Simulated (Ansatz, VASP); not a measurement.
# TiAl5: VASP beside Ansatz

INCAR

```
PREC     = Accurate       # precision mode
ENCUT    = 520            # plane-wave cutoff, eV
EDIFF    = 1E-6           # SCF threshold, eV
ISMEAR   = 0              # smearing method
SIGMA    = 0.1            # smearing width, eV
LREAL    = False          # projectors in reciprocal space
LASPH    = True           # aspherical terms in the spheres
NELM     = 100            # most SCF steps
ALGO     = Fast           # electronic algorithm
ISIF     = 2              # what is computed and relaxed
LWAVE    = False          # write WAVECAR
LCHARG   = False          # write CHGCAR
GGA      = PE             # functional
NBANDS   = 22             # bands
```

The input KPOINTS:

```
regular mesh
0
Gamma
  6 6 4
```

Contents of POSCAR:

```
TiAl5
1.0
    5.1003406200      0.0000000000      0.0000000000
   -2.5501703100      4.4170245400      0.0000000000
    0.0000000000      0.0000000000      4.3104518200
Ti Al
1 5
Direct
    0.0000000000      0.0000000000      0.0000000000
    0.5000000000      0.0000000000      0.5000000000
    0.5000000000      0.5000000000      0.5000000000
    0.0000000000      0.5000000000      0.5000000000
    0.3333333300      0.6666666700      0.0000000000
    0.6666666700      0.3333333300      0.0000000000
```

Input for Ansatz:

```yaml
crystal:
  lattice:
    - [5.10034062, 0.0, 0.0]
    - [-2.55017031, 4.41702454, 0.0]
    - [0.0, 0.0, 4.31045182]
  atoms:
    - { symbol: Ti, position: [0.0, 0.0, 0.0] }
    - { symbol: Al, position: [0.5, 0.0, 0.5] }
    - { symbol: Al, position: [0.5, 0.5, 0.5] }
    - { symbol: Al, position: [0.0, 0.5, 0.5] }
    - { symbol: Al, position: [0.33333333, 0.66666667, 0.0] }
    - { symbol: Al, position: [0.66666667, 0.33333333, 0.0] }
basis:
  ecutwfc: 420
kpoints:
  mp_grid: { grid: [6, 6, 4] }
hamiltonian:
  xc: pbe
scf:
  occupations: { method: gaussian, width: 0.1 }
  lower_state_search: "off"
output:
  forces: true
  stress: true
  eigenvalues: true
```

Change from the starting cell: species swapped into the YZn5 type (P6/mmm, No. 191).

Alike in both runs: task single point; functional PBE; k mesh 6 × 6 × 4; occupations gaussian, width 0.1 eV; no spin polarisation.

|  | VASP | Ansatz |
| --- | --- | --- |
| version | VASP 6.6.1 | Ansatz 0.2.0 |
| potentials or method | VASP PAW PBE potentials, release 64 (Ti_sv, Al) | scalar-relativistic, plane waves, PAW |
| plane-wave cutoff (eV) | 520 | 420 |
| valence electrons in the cell | 27 | 27 |

|  | VASP | Ansatz | Ansatz less VASP |
| --- | --- | --- | --- |
| gap on the k mesh at the Fermi level (eV) | none | none | - |
| pressure (GPa) | 7.2 | 7.2 | 0.00 |
| largest component of the traceless stress (GPa) | 0.68 | 0.67 | -0.014 |

A gap of «none» marks a metal or a gap that the smearing closes. With one functional, cell and mesh, what is left measures potentials, basis and numerics.

Caveats: the k mesh is coarse (spacing up to 0.36 Å⁻¹), so the values aren't converged.
